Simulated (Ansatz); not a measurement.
**C on C (001)**

The task, for C: compare the adsorption sites of C.

Computed with Ansatz 0.2.0 (DFT PBE+D3(BJ), scalar-relativistic, plane waves, PAW, unless a step's input says otherwise).

4 further runs of the same task are left out: 4 set aside as unsound or not needed.

### 1 The system as given

It takes space group Cmmm (No. 65, orthorhombic). The conventional cell has a = 2.466 Å, b = 4.268 Å, c = 23.784 Å, α = 90.00°, β = 90.00°, γ = 90.00°. C (site symmetry m) has 3 C at 1.42 Å as nearest neighbours. C (site symmetry m2m) is surrounded by 3 C at 1.42 Å.

Coordinates:

```xyz
6
Lattice="2.4656 0.0000 0.0000 -1.2328 2.1342 0.0000 0.0000 0.0000 23.7843" Properties=species:S:1:pos:R:3 pbc="T T T"
C     1.2328    0.7115    8.5000
C     0.0000    1.4226    8.5000
C     0.0000    0.7115   11.8921
C     1.2328    1.4226   11.8921
C     1.2328    0.7115   15.2843
C     0.0000    1.4226   15.2843
```

Miller indices refer to the conventional cell of the relaxed bulk, Fmmm (No. 69): a = 2.466 Å, b = 4.268 Å, c = 6.784 Å, α = 90.00°, β = 90.00°, γ = 90.00°.

This (001) slab, 6.8 Å thick as cut, with 17 Å of vacuum; its outer planes are C (top) and C (bottom), was relaxed beforehand with its lower half held: -1506.3759 eV, work function 4.27 eV.

### 2 C put at a top (C) site

With the adsorbate the run is spin-polarised.

File input.yaml:

```yaml
crystal:
  lattice:
    - [2.4656258795, 0.0, 0.0]
    - [-1.2328129398, 2.1341717714, 0.0]
    - [0.0, 0.0, 25.7842703295]
  atoms:
    - { symbol: C, position: [0.6666996623, 0.3333993247, 0.3296583495] }
    - { symbol: C, position: [0.3333003376, 0.6666006753, 0.3296583495] }
    - { symbol: C, position: [0.1666996624, 0.3333993247, 0.4612166648] }
    - { symbol: C, position: [0.8333003376, 0.6666006753, 0.4612166648] }
    - { symbol: C, position: [0.6666996623, 0.3333993247, 0.59277498] }
    - { symbol: C, position: [0.3333003376, 0.6666006753, 0.59277498] }
    - { symbol: C, position: [0.6666996623, 0.3333993247, 0.6517256496], spin: 2.0 }
basis:
  ecutwfc: 420
kpoints:
  mp_grid: { grid: [12, 12, 1] }
hamiltonian:
  xc: pbe
  dispersion: d3bj
scf:
  occupations: { method: gaussian, width: 0.05 }
output:
  forces: true
  eigenvalues: true
  populations: true
  write_density: true
  write_potential: true
  elf: true
  volumetric_format: npy
magnetization:
  spin_polarized: true
relax:
  adjacent_minimum: "off"
  f_tol: 0.03
  max_steps: 70
  constraints: [{ sites: [0, 1] }]
efield:
  axis: 3
  dipole_correction: true
  ramp_width: 0.04
```

On the command line:

```bash
$ ansatz run input.yaml --threads 1 --pin off --max-ram 2560MiB --backend cpu --events-out ev --progress --plain --runs-dir out
```

The session goes on with these runs: C put at a hollow (nearest C) site; C at the bridge (C-C) site.

What does the calculation give? Wanted: C: lowest end.

As calculated:

| quantity | value |
| --- | --- |
| C: lowest end | E_ads -2.52 eV, from the top (C) start, 1 bonded, 1.61 Å high |

In words: The strongest binding of C is 2.52 eV, a strong chemical bond when counted from the free atom, not from the element's molecule or solid. The surface itself gives way, with a slab atom moving 0.6 Å. It raises the work function by 1.55 eV, as a dipole layer with its negative end outwards does. A start on a symmetric site keeps its symmetry, so an end may be a saddle point and not a minimum.
